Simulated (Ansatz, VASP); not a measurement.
**One calculation of Pt, two programs**

```xyz
1
Lattice="-1.5842 1.5842 1.5842 1.5842 -1.5842 1.5842 1.5842 1.5842 -1.5842" Properties=species:S:1:pos:R:3 pbc="T T T"
Pt    0.0000    0.0000    0.0000
```

This isn't the form of Pt at room conditions, which is fcc.

Alike in both runs: task single point; functional r2SCAN; k mesh 22 × 22 × 22; occupations gaussian, width 0.15 eV; no spin polarisation.

|  | VASP | Ansatz |
| --- | --- | --- |
| version | VASP 6.6.1 | Ansatz 0.2.0 |
| potentials or method | VASP PAW PBE potentials, release 64 (Pt) | scalar-relativistic, plane waves, PAW |
| plane-wave cutoff (eV) | 520 | 500 |
| valence electrons in the cell | 10 | 18 |

Ansatz gave:

| Item | Value |
| --- | --- |
| gap on the k mesh at the Fermi level (eV) | none |
| pressure (GPa) | -6.5 |

Q: Estimate VASP's values.

A: gap on the k mesh at the Fermi level (eV): none; pressure (GPa): -6.0.

A gap of «none» marks a metal or a gap that the smearing closes. The two sets of potentials don't hold the same shells in valence.

Caveats: the PAW data sets were made with another functional, which shifts forces and pressure a little (VASP). Spin-orbit coupling is left out, which matters for the levels of Pt.
